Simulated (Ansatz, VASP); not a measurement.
# Ni in VASP and in Ansatz

```
CELL_PARAMETERS angstrom
0.00000 1.82099 1.71491
1.82099 0.00000 1.71491
1.82099 1.82099 0.00000
ATOMIC_POSITIONS crystal
Ni 0.00000 0.00000 0.00000
```

Change from the starting cell: strain +0.030 along x and y, -0.030 along z, atoms carried along.

Alike in both runs: task single point; functional PBEsol; k mesh 22 × 22 × 22; occupations gaussian, width 0.15 eV; collinear spin.

|  | VASP | Ansatz |
| --- | --- | --- |
| version | VASP 6.6.1 | Ansatz 0.2.0 |
| potentials or method | VASP PAW PBE potentials, release 64 (Ni) | scalar-relativistic, plane waves, PAW |
| plane-wave cutoff (eV) | 520 | 420 |
| valence electrons in the cell | 10 | 18 |

Ansatz gave:

```
gap on the k mesh at the Fermi level (eV)                     : none
pressure (GPa)                                                : -16.5
largest component of the traceless stress (GPa)               : 3.56
net moment per atom (μB)                                      : 0.65
size of the moment on the site where the two differ most (μB) : 0.69
```

Q: What did VASP give for the same quantities?

A: gap on the k mesh at the Fermi level (eV): none; pressure (GPa): -16.3; largest component of the traceless stress (GPa): 3.41; net moment per atom (μB): 0.64; size of the moment on the site where the two differ most (μB): 0.65.

Site moments also hang on the region over which each program counts them. A gap of «none» marks a metal or a gap that the smearing closes. The functional is the same, so the differences come from potentials, cutoffs and numerics. The two sets of potentials don't hold the same shells in valence.

Caveats: so large a pressure means that the cell lies far from this level's equilibrium, or that cutoff or potentials fall short (VASP); the potentials were made for another functional, which shifts forces and pressure (VASP).
